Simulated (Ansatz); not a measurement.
The system is Si2W.

```
W Si
1.0
    -1.60690    1.60690    3.91495
     1.60690   -1.60690    3.91495
     1.60690    1.60690   -3.91495
W Si
1 2
Direct
  0.00000 0.00000 0.00000
  0.66530 0.66530 0.00000
  0.33470 0.33470 0.00000
```

```yaml
Program: Ansatz 0.2.0
Task: relaxation of cell and atoms
Functional: PBEsol
Potentials_or_basis: Ansatz PAW
Cutoff: "420 eV (not typed: the program's choice for these potentials)"
k_mesh: 12 × 12 × 12
Occupations: fermi-dirac, width 0.05 eV
Spin: no spin polarisation
Hubbard_terms: W d U = 8 eV
```

At the start: volume 13.48 Å³/atom.

Q: Where does the relaxation end?

A: It ends after 5 steps and the volume is 13.38 Å³/atom (-0.7 %); space group I4/mmm (No. 139, to 0.05 Å).

The path:
| step | energy change (eV) | largest force (eV/Å) | volume (Å³) |
| --- | --- | --- | --- |
| 1 | 0.0000 | 0.5272 | 40.44 |
| 2 | -0.0178 | 0.0301 | 39.95 |
| 3 | -0.0186 | 0.0068 | 40.15 |
| 4 | -0.0186 | 0.0003 | 40.14 |
| 5 | -0.0185 | 0.0004 | 40.14 |

Final structure:
```
CELL_PARAMETERS angstrom
-1.60814 1.60814 3.88031
1.60814 -1.60814 3.88031
1.60814 1.60814 -3.88031
ATOMIC_POSITIONS crystal
W 0.00000 0.00000 0.00000
Si 0.66226 0.66226 0.00000
Si 0.33774 0.33774 0.00000
```

Caveat: the plane-wave basis is chosen anew once the cell has moved, so the energies of steps on either side of that aren't comparable; U without spin polarisation on a metal has little footing; the PAW data sets come from PBE, with cores solved anew for the run's functional, which leaves a small shift of forces and pressure; the U is typed as a test and isn't derived for this compound.
